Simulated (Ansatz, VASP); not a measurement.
# Two plane-wave programs on Al

```xyz
4
Lattice="2.8041 0.0000 0.0000 -1.4021 2.4284 0.0000 0.0000 0.0000 9.3031" Properties=species:S:1:pos:R:3 pbc="T T T"
Al    0.0000    0.0000    0.0000
Al    0.0000    0.0000    4.6516
Al    0.0000    1.6190    2.3258
Al    1.4021    0.8095    6.9773
```

Alike in both runs: functional LDA; k mesh 9 × 9 × 3; occupations gaussian, width 0.15 eV; no spin polarisation.

Ansatz relaxed the structure, and its values are those at the end. VASP's run is a single point on that final structure, the one shown.

|  | VASP | Ansatz |
| --- | --- | --- |
| version | VASP 6.6.1 | Ansatz 0.2.0 |
| potentials or method | VASP PAW LDA potentials, release 64 (Al) | plane waves, PAW |
| plane-wave cutoff (eV) | 520 | 420 |
| valence electrons in the cell | 12 | 12 |

|  | VASP | Ansatz | Ansatz less VASP |
| --- | --- | --- | --- |
| pressure (GPa) | 0.1 | 0.0 | -0.08 |
